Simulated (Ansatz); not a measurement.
**Si2Mo (Pmmm)**

Level of theory: Ansatz, DFT PBE, scalar-relativistic, plane waves, PAW.

Settings: cutoff 420 eV, Γ-centred mesh 8×8×8 on the computed 6-atom cell, Gaussian smearing of 0.10 eV; no spin polarisation.

The structure is relaxed at this level of theory with its symmetry kept, and needn't be the ground state of this composition.

Space group Pmmm (No. 47). a = 4.752 Å, b = 5.456 Å, c = 5.554 Å, α = 90.00°, β = 90.00°, γ = 90.00°
```csv
atom,site,symmetry,x,y,z
Si,4v,m..,0.5000,0.7161,0.2118
Mo,2j,2mm,0.2304,0.0000,0.5000
```

**Question.** Formation energy from the elements' standard states (uncorrected)?

**Answer.** +0.894 eV/atom.

**Question.** Kohn–Sham band gap?

**Answer.** none (metal).

**Question.** Density of states at the Fermi level?

**Answer.** 4.3 states/eV per cell.

**Question.** Orbital (Löwdin) character within 0.5 eV of the Fermi level?

**Answer.** Mo 4d 50 %, Si 3p 43 %.

**Question.** Bader charge by site (e)?

**Answer.** Si (4 in the cell) -0.06, Mo (2 in the cell) 0.13.

Another cell of Si2Mo relaxed alike, in I4/mmm, lies 1.39 eV/atom lower, so this cell isn't the stable form at this level.

The cell was found from a structure generator's guess, not taken from experiment. Löwdin shares on free-atom orbitals overweight diffuse shells.
